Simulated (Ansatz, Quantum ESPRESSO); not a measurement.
## Ta: the pressure in 2 programs

The cell as given:

```
Ta
1.0
     2.90037    0.00000    0.00000
    -1.45019    2.51180    0.00000
     0.00000    0.00000    5.16627
Ta
2
Cartesian
  0.0000 1.6745 1.2916
  1.4502 0.8373 3.8747
```

This isn't the form of Ta at room conditions, which is bcc.

Kept alike: task relaxation of cell and atoms; functional PBEsol; k mesh 11 × 11 × 5; occupations fermi-dirac, width 0.05 eV; no spin polarisation. The mesh is that of the run's cell of 2 atoms. No spin-orbit coupling.

- A: Ansatz, Ansatz PAW, made for PBE, cutoff 420 eV
- B: Quantum ESPRESSO, GBRV 1.5 PBEsol, cutoff 871 eV

| pressure (GPa) | A: volume (Å³/atom) | B: volume (Å³/atom) |
| --- | --- | --- |
| 0 | 18.108 | 18.086 |
| 2 | 17.933 | 17.911 |
| 5 | 17.688 | 17.664 |
| 10 | 17.307 | ? |
| 20 | 16.657 | 16.635 |
| 30 | 16.101 | 16.081 |

Values on potentials made for another functional: all of A. Values hold for each row's relaxed cell, which stops near the pressure aimed at. Ansatz's stress holds its Pulay term. The runs follow the start's structure, whether or not it is the stable one at these pressures. For a metal such a mesh leaves the last digits unconverged.

Estimate the value left open.

In the median of the other rows B lies -0.022 Å³/atom from the other column, which points to 17.285; the run gave 17.286 Å³/atom, +0.001 from it.
